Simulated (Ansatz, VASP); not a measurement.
**ZrB2: VASP beside Ansatz**

INCAR

```
PREC     = Accurate       # precision mode
ENCUT    = 520            # plane-wave cutoff, eV
EDIFF    = 1E-8           # SCF threshold, eV
ISMEAR   = -1             # smearing method
SIGMA    = 0.05           # smearing width, eV
LREAL    = False          # projectors in reciprocal space
LASPH    = True           # aspherical terms in the spheres
NELM     = 60             # most SCF steps
ALGO     = Normal         # electronic algorithm
ISIF     = 2              # what is computed and relaxed
LWAVE    = False          # write WAVECAR
LCHARG   = False          # write CHGCAR
GGA      = CA             # functional
LEFG     = True         
NBANDS   = 16             # bands
```

Contents of KPOINTS:

```
regular mesh
0
Gamma
  13 13 10
```

POSCAR

```
ZrB2
1.0
    3.1675246616      0.0000000000      0.0000000000
   -1.5837623308      2.7431568240      0.0000000000
    0.0000000000      0.0000000000      3.5523880600
Zr B
1 2
Direct
    0.0000000000      0.0000000000      0.0000000000
    0.3333333333      0.6666666667      0.5000000000
    0.6666666667      0.3333333333      0.5000000000
```

Input for Ansatz:

```yaml
crystal:
  lattice:
    - [3.1675246616, 0.0, 0.0]
    - [-1.5837623308, 2.743156824, 0.0]
    - [0.0, 0.0, 3.55238806]
  atoms:
    - { symbol: Zr, position: [0.0, 0.0, 0.0] }
    - { symbol: B, position: [0.3333333333, 0.6666666667, 0.5] }
    - { symbol: B, position: [0.6666666667, 0.3333333333, 0.5] }
kpoints:
  mp_grid: { grid: [13, 13, 10] }
  band_path:
    path:
      - [0.0, 0.0, 0.0]
      - [0.5, 0.0, 0.0]
      - [0.3333333333, 0.3333333333, 0.0]
      - [0.0, 0.0, 0.0]
      - [0.0, 0.0, 0.5]
      - [0.5, 0.0, 0.5]
      - [0.3333333333, 0.3333333333, 0.5]
      - [0.0, 0.0, 0.5]
      - [0.5, 0.0, 0.5]
    npoints: 6
scf:
  occupations: { method: fermi_dirac, width: 0.05 }
hamiltonian:
  xc: lda
  pseudopotentials: { kind: paw }
output:
  forces: true
  stress: true
  eigenvalues: true
  efg: { contact_densities: true }
  populations: true
```

Change from the starting cell: volume scaled by 1, PAW files.

Alike in both runs: task electric field gradients; functional LDA; k mesh 13 × 13 × 10; occupations fermi-dirac, width 0.05 eV; no spin polarisation.

|  | VASP | Ansatz |
| --- | --- | --- |
| version | VASP 6.6.1 | Ansatz 0.2.0 |
| potentials or method | VASP PAW LDA potentials, release 64 (Zr_sv, B) | PAW with Ansatz's default frozen-core files, scalar-relativistic |
| plane-wave cutoff (eV) | 520 | 420 |
| valence electrons in the cell | 18 | 18 |

|  | VASP | Ansatz | Ansatz less VASP |
| --- | --- | --- | --- |
| pressure (GPa) | -9.2 | -9.6 | -0.44 |
| largest component of the traceless stress (GPa) | 0.89 | 0.93 | +0.038 |
| Vzz of the field gradient on the site that differs most (V/Å²) | 45.6 | 48.1 | +2.52 |

Ansatz warned: «gradients_without_spin_orbit».
